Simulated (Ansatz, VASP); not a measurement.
TaN in VASP and in Ansatz

INCAR

```
SYSTEM = TaN
ALGO = Normal ; EDIFF = 1E-6
ENCUT = 520 ; GGA = PE
ISIF = 2 ; ISMEAR = -1
LASPH = .TRUE. ; LCHARG = .FALSE.
LREAL = .FALSE. ; LWAVE = .FALSE.
NBANDS = 15 ; NELM = 100
PREC = Accurate ; SIGMA = 0.02
```

The input KPOINTS:

```
k-points
0
G
  9 9 9
  0 0 0
```

File POSCAR:

```
TaN
1.0
    0.0653700000      2.2116850000      2.2116850000
    2.2116850000      0.0653700000      2.2116850000
    2.2116850000      2.2116850000      0.0653700000
Ta N
1 1
Direct
    0.5000000000      0.5000000000      0.5000000000
    0.0000000000      0.0000000000      0.0000000000
```

Input for Ansatz:

```yaml
crystal:
  lattice:
    - [0.06537, 2.211685, 2.211685]
    - [2.211685, 0.06537, 2.211685]
    - [2.211685, 2.211685, 0.06537]
  atoms:
    - { symbol: Ta, position: [0.5, 0.5, 0.5] }
    - { symbol: "N", position: [0.0, 0.0, 0.0] }
kpoints:
  mp_grid: { grid: [9, 9, 9] }
scf:
  occupations: { method: fermi_dirac, width: 0.02 }
hamiltonian:
  xc: pbe
  pseudopotentials: { kind: all_electron, lapw: { basis_error: 0.0005 } }
output:
  forces: true
  stress: true
  eigenvalues: true
```

Change from the starting cell: equal xy, yz and zx shear strains of +3 %.

Alike in both runs: task single point; functional PBE; k mesh 9 × 9 × 9; occupations fermi-dirac, width 0.02 eV; no spin polarisation.

|  | VASP | Ansatz |
| --- | --- | --- |
| version | VASP 6.6.1 | Ansatz 0.2.0 |
| potentials or method | VASP PAW PBE potentials, release 64 (Ta_pv, N) | all-electron LAPW, scalar-relativistic |
| plane-wave cutoff (eV) | 520 | see its input |

|  | VASP | Ansatz | Ansatz less VASP |
| --- | --- | --- | --- |
| pressure (GPa) | 15.9 | 14.9 | -0.92 |
| largest component of the traceless stress (GPa) | 2.24 | 2.26 | +0.018 |

Ansatz ran all-electron here, so the differences hold the error of VASP's frozen core and of both bases.

Caveats: so large a pressure means that the cell lies far from this level's equilibrium, or that cutoff or potentials fall short (VASP). Spin-orbit coupling is left out, which matters for the levels of Ta.
